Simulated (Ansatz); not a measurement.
# From the elastic tensor of ZrS to moduli and sound speeds

Level of theory: Ansatz 0.2.0, DFT LDA, scalar-relativistic, plane waves, PAW. Cutoff 420 eV, 14×14×14 k-points (Γ-centred), Fermi-Dirac smearing of 0.15 eV. No spin polarisation.

The structure is cubic, space group Fm-3m (No. 225). The conventional cell has a = 5.136 Å, b = 5.136 Å, c = 5.136 Å, α = 90.00°, β = 90.00°, γ = 90.00°. Zr (site symmetry m-3m) is surrounded by 6 S at 2.57 Å. Around S (site symmetry m-3m) lie 6 Zr at 2.57 Å.

In a metal, frequencies and elastic constants depend on the k mesh and the smearing, soft modes and shear constants most. A semilocal functional can close a gap that the real compound has.

Relaxed-ion constants (GPa, on the Cartesian axes of the calculation):
C11 = 369.4, C12 = 47.5, C13 = 47.5, C22 = 369.4, C23 = 47.5, C33 = 369.4, C44 = 27.4, C55 = 27.4, C66 = 27.4 GPa; the others vanish.

Density 6.043 g/cm³; 2 atoms in 33.88 Å³.

The values that follow are for a polycrystal of randomly turned grains, by Hill's mean where one number stands. In a crystal this anisotropic the Voigt and Reuss bounds lie far apart, so Hill's mean and the sound speeds and Debye temperature from it are rough.

With S = C⁻¹: B_V = (C11+C22+C33+2(C12+C13+C23))/9, G_V = (C11+C22+C33−C12−C13−C23+3(C44+C55+C66))/15, 1/B_R = S11+S22+S33+2(S12+S13+S23), 15/G_R = 4(S11+S22+S33−S12−S13−S23)+3(S44+S55+S66); Hill is their mean. Then v_l = √((B+4G/3)/ρ), v_t = √(G/ρ), v_m = [(2/v_t³+1/v_l³)/3]^(−1/3) and Θ = (ħ/k_B)·v_m·(6π²n/V)^(1/3) for n atoms in the volume V; E = 9BG/(3B+G), ν = (3B−2G)/(2(3B+G)) and A^U = 5G_V/G_R + B_V/B_R − 6.

- Bulk modulus, Voigt / Reuss / Hill: 154.8 / 154.8 / 154.8 GPa
- Shear modulus, Voigt / Reuss / Hill: 80.8 / 41.0 / 60.9 GPa
- Young's modulus: 162 GPa
- Poisson ratio: 0.326
- Pugh ratio B/G: 2.54 (over 1.75, the rule of thumb for ductile)
- Universal anisotropy index: 4.86
- Longitudinal and transverse sound speeds: 6250 and 3175 m/s
- Debye temperature from the mean sound speed: 412 K

The cubic crystal resists stretching along its axes far more than shear of its cube faces: C11 is 369.4 GPa, C44 only 27.4 GPa. Axial strain changes the length of the straight Zr–S–Zr links, where S 3p and Zr 4d orbitals overlap head-on, whereas the C44 shear mainly bends right angles and leaves those lengths unchanged to first order. The d electrons left on formally divalent Zr probably soften this shear further, since they occupy t2g-derived metallic states whose energy can fall as the angles distort. Young's modulus is therefore largest along the cube axes and smallest along the body diagonals.

The constants satisfy the elastic stability criteria for a cubic crystal, which doesn't exclude phonon instabilities at finite wavevector. The Pugh ratio stays on the ductile side with either bound of the shear modulus, but it reflects the soft C44 and doesn't establish ductility, which depends on slip and fracture. Rock-salt zirconium sulfide is commonly metal-deficient, and vacancies would alter both the bonding network and the d-band filling.
